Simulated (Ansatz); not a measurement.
# Ti: relaxation of cell and atoms with PBEsol

Crystal: Ti.

```
Ti
1.0
     4.56737    0.00000    0.00000
    -2.28369    3.95546    0.00000
     0.00000    0.00000    2.82624
Ti
3
Direct
  0.66667 0.33333 0.50000
  0.33333 0.66667 0.50000
  0.00000 0.00000 0.00000
```

This isn't the form of Ti at room conditions, which is hcp.

| Quantity | Value |
| --- | --- |
| Program | Ansatz 0.2.0 |
| Task | relaxation of cell and atoms |
| Functional | PBEsol |
| Potentials or basis | Ansatz PAW |
| Cutoff | 420 eV (not typed: the program's choice for these potentials) |
| k mesh | 7 × 7 × 9 |
| Occupations | fermi-dirac, width 0.05 eV |
| Spin | no spin polarisation |

```json
{
  "Relaxed volume": "16.47 Å³/atom",
  "Relaxed cell": "a = 4.516 Å, b = 4.516 Å, c = 2.798 Å, α = 90.00°, β = 90.00°, γ = 120.00°",
  "Space group after relaxing (to 0.05 Å)": "P6/mmm (No. 191)",
  "Energy gained by relaxing": "6.6 meV/atom",
  "Ionic steps": "5",
  "Pressure after relaxing": "0.0 GPa",
  "Band gap on the k mesh": "none (metal or under the smearing width)"
}
```

Step by step:
```tsv
step	energy change (eV)	largest force (eV/Å)	volume (Å³)
1	0.0000	0.0000	51.06
2	-0.0032	0.0000	48.01
3	-0.0198	0.0000	49.47
4	-0.0199	0.0000	49.41
5	-0.0198	0.0000	49.41
```

Final structure:
```
Ti
1.0
     4.51590    0.00000    0.00000
    -2.25795    3.91088    0.00000
     0.00000    0.00000    2.79762
Ti
3
Direct
  0.66667 0.33333 0.50000
  0.33333 0.66667 0.50000
  0.00000 0.00000 0.00000
```

Levels at points of the mesh, in eV from the Fermi level:
```
           k point  band 16  band 17  band 18  band 19  band 20  band 21
(0.00, 0.00, 0.00)    -0.71    -0.62    -0.62    -0.01     0.71     1.35
```

Run time: 6.1 s on 2 threads of Arm Neoverse V2, on a shared host, peak memory 0.35 GiB.

Caveat: the plane-wave basis is chosen anew once the cell has moved, so the energies of steps on either side of that aren't comparable; the PAW data sets come from PBE, with cores solved anew for the run's functional, which leaves a small shift of forces and pressure.
